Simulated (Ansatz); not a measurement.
# SnTe (Fm-3m) in Ansatz: further runs

One crystal, SnTe, is run at these levels: LDA; tasks: single point, equation of state.

All numbers are computed with Ansatz 0.2.0; they aren't measurements. Logs are shortened: lines on timing, memory, paths and dates and some standing lists are left out, and cuts for length are marked.

### 1 The structure

The structure is cubic, space group Fm-3m (No. 225). Conventional cell: a = 6.302 Å, b = 6.302 Å, c = 6.302 Å, α = 90.00°, β = 90.00°, γ = 90.00°. Te (site symmetry m-3m) is surrounded by 6 Sn at 3.15 Å. Sn (site symmetry m-3m) has 6 Te at 3.15 Å as nearest neighbours.

### 2 Single point, LDA, 29.40 Å³/atom (volume scaled by 0.94)

input.yaml

```yaml
crystal:
  lattice:
    - [0.0, 3.0865288906, 3.0865288906]
    - [3.0865288906, 0.0, 3.0865288906]
    - [3.0865288906, 3.0865288906, 0.0]
  atoms:
    - { symbol: Te, position: [0.5, 0.5, 0.5] }
    - { symbol: Sn, position: [0.0, 0.0, 0.0] }
kpoints:
  mp_grid: { grid: [7, 7, 7] }
scf:
  occupations: { method: fermi_dirac, width: 0.05 }
hamiltonian:
  xc: lda
  pseudopotentials: { kind: all_electron, lapw: { basis_error: 0.001 } }
output:
  forces: true
  stress: true
  eigenvalues: true
```

Potentials or basis: all-electron LAPW, scalar-relativistic.

On the command line:

```
> ansatz run input.yaml --threads 1 --pin off --max-ram 3072MiB --backend cpu --events-out ev --progress --plain --runs-dir out
```

Standard output:

```text
Warning: RAYON_NUM_THREADS=1 ignored (pool sized by the plan → 1); use --threads N
LAPW: plane waves up to 7.176 Å⁻¹, error target 1.0e-3 eV per atom; small_component_spin mean_spin; Sn in spheres of 1.558 Å, 22 of its electrons in bands, Dirac shells []; Te in spheres of 1.528 Å, 24 of its electrons in bands, Dirac shells [] (how accurate: hamiltonian.pseudopotentials.lapw.basis_error, Limitations)
Engine: ansatz 0.2.0, aarch64-unknown-linux-gnu
Pseudopotentials: kind: all_electron
Pseudopotential: Te, LAPW, valence charge 24, lapw/all_electron/scalar/gaussian/Te, Koelling and Harmon's equation, gaussian nucleus
Pseudopotential: Sn, LAPW, valence charge 22, lapw/all_electron/scalar/gaussian/Sn, Koelling and Harmon's equation, gaussian nucleus
Functional definition: SPW92
  exchange = slater_x
  correlation = pw_c
Crystal: 2 atoms, lattice volume = 58.809 Å³
Basis set: ecut = 196.21997629356784 eV, 339 PW (Γ), exchange–correlation at level 2
Bands: 28, of which v1, the nominal top of the filled ones, is band 23 counted from 1 (22 counted from 0)
Symmetry: 48 space group operations
Space group: Fm-3m (ITA 225), of the structure as read, at distance tolerance 3.9e-5 Å
k-points: 20 of 343
Non-local potential: Te, projectors of the file, none
Non-local potential: Sn, projectors of the file, none
Initial density: superposition of atomic densities (chi_scale 0.1, normalization cell, long waves kept (reshape's long-wave potential 0.00 eV rms))
Initial wavefunctions: plane waves of lowest kinetic energy (no species holds an atomic orbital)
Functional: x = slater, c = lda
iter 1 solved again at ethr=3.23e-4 eV; its pass at ethr=1.00e-1 eV (dr2=1.49e-1 eV) is discarded
SCF iter   1: F=—  HF=-352677.290723 eV  |F-HF|=—  |Δ(HF+E_count)|=         —  Δρ=1.17e-2  dr2=1.49e-1  ethr=3.23e-4  ⟨swp⟩=3.0  Hψ=3642  notcnv=0
preconditioner: auto → none  [insulator: Δε(μ)=0.699 eV  Ē_g=17.668 eV  σ=0.050 eV  W_gap=1.00  n_scr=14 (ndim 8)  ℏωp=21.7 eV  f_vac=0.020  D(μ)=0.00/eV (n_scr^D=0)  ε∞_Penn≈2.5]
iter 2 solved again at ethr=1.72e-5 eV; its pass at ethr=3.23e-4 eV (dr2=7.92e-3 eV) is discarded
SCF iter   2: F=—  HF=-352677.248843 eV  |F-HF|=—  |Δ(HF+E_count)|=   4.19e-2  Δρ=4.02e-3  dr2=7.91e-3  ethr=1.72e-5  ⟨swp⟩=2.0  Hψ=2904  notcnv=0
SCF iter   3: F=—  HF=-352677.244908 eV  |F-HF|=—  |Δ(HF+E_count)|=   3.93e-3  Δρ=2.21e-3  dr2=3.37e-3  ethr=1.72e-5  ⟨swp⟩=2.0  Hψ=1664  notcnv=0
SCF iter   4: F=—  HF=-352677.244430 eV  |F-HF|=—  |Δ(HF+E_count)|=   4.78e-4  Δρ=3.25e-4  dr2=5.11e-5  ethr=7.33e-6  ⟨swp⟩=2.0  Hψ=1664  notcnv=0
SCF iter   5: F=—  HF=-352677.244418 eV  |F-HF|=—  |Δ(HF+E_count)|=   1.17e-5  Δρ=2.51e-5  dr2=2.84e-7  ethr=1.11e-7  ⟨swp⟩=2.0  Hψ=1664  notcnv=0
SCF iter   6: F=-352677.244418 eV  HF=-352677.244418 eV  |F-HF|=5.01e-8  |Δ(HF+E_count)|=   8.73e-9  Δρ=5.34e-6  dr2=9.58e-9  ethr=6.18e-10  ⟨swp⟩=2.4  Hψ=1678  notcnv=0
SCF 1 converged in 6 iterations: F = -352677.244418 eV  dr2 = 9.58e-9
SCF converged after 6 iterations
Free energy (F): -352677.244418 eV
Harris-Foulkes:  -352677.244418 eV  (|F-HF|=5.01e-8)
Internal energy: -352677.244319 eV  (E = F + TS)
E sigma→0 (E₀):  -352677.244369 eV
Entropy (-TS):   -0.000099 eV (-0.050 meV/atom)
Fermi energy:    12.865155 eV
--- Per-component energies (eV) ---
  E_band       = -1802.261338
  E_kinetic    = 371630.147998
  E_xc         = -8988.566786
  E_electrostatic = -715318.825532  (all electrons and nuclei)
  E_smearing   = -0.000099  (= −TS)
  E_closure    = 0.000000  (closes the sum)
  E_atoms      = -352668.424347  (free atoms, spherical and without spin; not in F)
  Σ components = -352677.244418   (vs F -352677.244418, Δ=0.00e0)
  Basis errors (estimates in eV, not in F): energy 3.3e-4 per atom: plane waves 3.2e-4 (1.7e-4 summed), levels above the bands 2.3e-43, relativity 1.5e-9, radial functions 1.1e-5, core shells 1.3e-9; eigenvalues (radial functions only) 2.7e-6; not estimated: angular momenta, meshes, grids; target (lapw.basis_error) 1.0e-3; muffin-tin radii Sn 1.558 Å, Te 1.528 Å
--- Forces (eV/Å), atoms counted from 1 ---
  atom   1  Te     0.00000000    -0.00000000    -0.00000000
  atom   2  Sn    -0.00000000    -0.00000000    -0.00000000
  max |Σ_I F_I| component: 3.62e-31 eV/Å
--- Stress (GPa, compression-positive) ---
        1.529796       0.000000       0.000000
        0.000000       1.529796       0.000000
        0.000000       0.000000       1.529796
  P = ⅓ Tr σ = 1.5298 GPa (15.298 kbar)
--- Band table (eV; the first three rows and the last of 20) ---
  k-point 0: bands = ["-146.4585", "-116.6015", "-96.6774", "-96.6774", "-96.6774", "-72.5219", "-72.5219", "-72.5219", "-24.2816", "-24.2816", "-24.2742", "-24.2742", "-24.2742", "-8.9720", "-8.9720", "-8.9594", "-8.9594", "-8.9594", "-0.4913", "8.2366", "10.5400", "10.5400", "10.5400", "16.2528", "16.2528", "16.2528", "17.5606", "17.5606"]
  k-point 1: bands = ["-146.4585", "-116.6015", "-96.6774", "-96.6774", "-96.6774", "-72.5219", "-72.5219", "-72.5219", "-24.2816", "-24.2816", "-24.2741", "-24.2740", "-24.2740", "-8.9734", "-8.9734", "-8.9591", "-8.9580", "-8.9580", "-0.3047", "7.1954", "10.5727", "10.5727", "11.2662", "15.3653", "15.3653", "15.4157", "17.4689", "18.0000"]
  k-point 2: bands = ["-146.4585", "-116.6015", "-96.6774", "-96.6774", "-96.6774", "-72.5219", "-72.5219", "-72.5219", "-24.2814", "-24.2814", "-24.2739", "-24.2736", "-24.2736", "-8.9770", "-8.9770", "-8.9584", "-8.9543", "-8.9543", "0.2114", "5.5524", "10.6949", "10.6949", "12.0563", "14.0668", "14.0668", "14.1931", "18.2027", "19.2024"]
  k-point 19: bands = ["-146.4585", "-116.6015", "-96.6774", "-96.6774", "-96.6774", "-72.5219", "-72.5219", "-72.5219", "-24.2818", "-24.2810", "-24.2737", "-24.2733", "-24.2725", "-8.9901", "-8.9736", "-8.9569", "-8.9530", "-8.9459", "1.3592", "5.0330", "7.4985", "8.2817", "11.5567", "14.0216", "17.0078", "17.9856", "18.2271", "19.4759"]
```

It took 5.2 s on 1 thread of Arm Neoverse V2, shared host; peak memory 0.26 GiB.

Results:

```yaml
Free_energy: -352677.2444 eV
Pressure: 1.5 GPa
```

Caveat: this odd mesh misses L, where the gap lies, so gap, dielectric constants and Born charges aren't listed.

### 3 Single point, LDA, 30.03 Å³/atom (volume scaled by 0.96)

Edit input.yaml of step 2 so:

```diff
@@ -2,5 +2,5 @@
   lattice:
-    - [0.0, 3.0865288906, 3.0865288906]
-    - [3.0865288906, 0.0, 3.0865288906]
-    - [3.0865288906, 3.0865288906, 0.0]
+    - [0.0, 3.1082657258, 3.1082657258]
+    - [3.1082657258, 0.0, 3.1082657258]
+    - [3.1082657258, 3.1082657258, 0.0]
   atoms:
```

Potentials or basis: all-electron LAPW, scalar-relativistic.

On the command line:

```
> ansatz run input.yaml --threads 1 --pin off --max-ram 3072MiB --backend cpu --events-out ev --progress --plain --runs-dir out
```

Wall time 5.6 s (1 thread of Arm Neoverse V2, shared host); peak memory 0.26 GiB.

The run converged. Its results:

* Free energy: -352677.2518 eV
* Pressure: 0.4 GPa

Caveat: this odd mesh misses L, where the gap lies, so gap, dielectric constants and Born charges aren't listed.

### 4 Single point, LDA, 30.66 Å³/atom (volume scaled by 0.98)

Edit input.yaml of step 3 so:

```diff
@@ -2,5 +2,5 @@
   lattice:
-    - [0.0, 3.1082657258, 3.1082657258]
-    - [3.1082657258, 0.0, 3.1082657258]
-    - [3.1082657258, 3.1082657258, 0.0]
+    - [0.0, 3.1297027185, 3.1297027185]
+    - [3.1297027185, 0.0, 3.1297027185]
+    - [3.1297027185, 3.1297027185, 0.0]
   atoms:
```

On the command line:

```
> ansatz run input.yaml --threads 1 --pin off --max-ram 3072MiB --backend cpu --events-out ev --progress --plain --runs-dir out
```

It took 5.5 s on 1 thread of Arm Neoverse V2, shared host; peak memory 0.26 GiB.

Results (log left out):

* Free energy: -352677.2507 eV
* Pressure: -0.6 GPa

Caveat: this odd mesh misses L, where the gap lies, so gap, dielectric constants and Born charges aren't listed.

### 5 Single point, LDA, 31.28 Å³/atom

Edit input.yaml of step 4 so:

```diff
@@ -2,5 +2,5 @@
   lattice:
-    - [0.0, 3.1297027185, 3.1297027185]
-    - [3.1297027185, 0.0, 3.1297027185]
-    - [3.1297027185, 3.1297027185, 0.0]
+    - [0.0, 3.15085, 3.15085]
+    - [3.15085, 0.0, 3.15085]
+    - [3.15085, 3.15085, 0.0]
   atoms:
```

On the command line:

```
> ansatz run input.yaml --threads 1 --pin off --max-ram 3072MiB --backend cpu --events-out ev --progress --plain --runs-dir out
```

It took 5.5 s on 1 thread of Arm Neoverse V2, shared host; peak memory 0.26 GiB.

It converged, with:

```
Free energy : -352677.2420 eV
Pressure    : -1.6 GPa
```

Caveat: this odd mesh misses L, where the gap lies, so gap, dielectric constants and Born charges aren't listed.

### 6 Single point, LDA, 31.91 Å³/atom (volume scaled by 1.02)

Edit input.yaml of step 5 so:

```diff
@@ -2,5 +2,5 @@
   lattice:
-    - [0.0, 3.15085, 3.15085]
-    - [3.15085, 0.0, 3.15085]
-    - [3.15085, 3.15085, 0.0]
+    - [0.0, 3.1717171644, 3.1717171644]
+    - [3.1717171644, 0.0, 3.1717171644]
+    - [3.1717171644, 3.1717171644, 0.0]
   atoms:
```

Potentials or basis: all-electron LAPW, scalar-relativistic.

On the command line:

```
> ansatz run input.yaml --threads 1 --pin off --max-ram 3072MiB --backend cpu --events-out ev --progress --plain --runs-dir out
```

Wall time 5.5 s (1 thread of Arm Neoverse V2, shared host); peak memory 0.26 GiB.

It converged, with:

- Free energy: -352677.2267 eV
- Pressure: -2.4 GPa

Caveat: this odd mesh misses L, where the gap lies, so gap, dielectric constants and Born charges aren't listed.

### 7 Single point, LDA, 32.53 Å³/atom (volume scaled by 1.04)

Edit input.yaml of step 6 so:

```diff
@@ -2,5 +2,5 @@
   lattice:
-    - [0.0, 3.1717171644, 3.1717171644]
-    - [3.1717171644, 0.0, 3.1717171644]
-    - [3.1717171644, 3.1717171644, 0.0]
+    - [0.0, 3.1923133075, 3.1923133075]
+    - [3.1923133075, 0.0, 3.1923133075]
+    - [3.1923133075, 3.1923133075, 0.0]
   atoms:
```

On the command line:

```
> ansatz run input.yaml --threads 1 --pin off --max-ram 3072MiB --backend cpu --events-out ev --progress --plain --runs-dir out
```

Wall time 5.6 s (1 thread of Arm Neoverse V2, shared host); peak memory 0.26 GiB.

The run converged. Its results:

```
Free energy : -352677.2053 eV
Pressure    : -3.1 GPa
```

Caveat: this odd mesh misses L, where the gap lies, so gap, dielectric constants and Born charges aren't listed.

### 8 Single point, LDA, 33.16 Å³/atom (volume scaled by 1.06)

Edit input.yaml of step 7 so:

```diff
@@ -2,5 +2,5 @@
   lattice:
-    - [0.0, 3.1923133075, 3.1923133075]
-    - [3.1923133075, 0.0, 3.1923133075]
-    - [3.1923133075, 3.1923133075, 0.0]
+    - [0.0, 3.2126470615, 3.2126470615]
+    - [3.2126470615, 0.0, 3.2126470615]
+    - [3.2126470615, 3.2126470615, 0.0]
   atoms:
```

On the command line:

```
> ansatz run input.yaml --threads 1 --pin off --max-ram 3072MiB --backend cpu --events-out ev --progress --plain --runs-dir out
```

Wall time 5.5 s (1 thread of Arm Neoverse V2, shared host); peak memory 0.26 GiB.

The run converged. Its results:

```
Free energy : -352677.1785 eV
Pressure    : -3.7 GPa
```

Caveat: this odd mesh misses L, where the gap lies, so gap, dielectric constants and Born charges aren't listed.

### 9 Equation of state, LDA

Potentials or basis: all-electron LAPW, scalar-relativistic.

This step only gathers the single runs of the series.

What came out:

| Item | Value |
| --- | --- |
| Equilibrium volume | 30.25 Å³/atom |
| Bulk modulus | 50 GPa |
| Pressure derivative of the bulk modulus | 4.5 |

Energy against volume, from the lowest point:
```tsv
volume (Å³/atom)	energy (meV/atom)
29.404	3.68
30.030	0.00
30.656	0.54
31.281	4.87
31.907	12.56
32.532	23.26
33.158	36.65
```

Caveat: this odd mesh misses L, where the gap lies, so gap, dielectric constants and Born charges aren't listed.
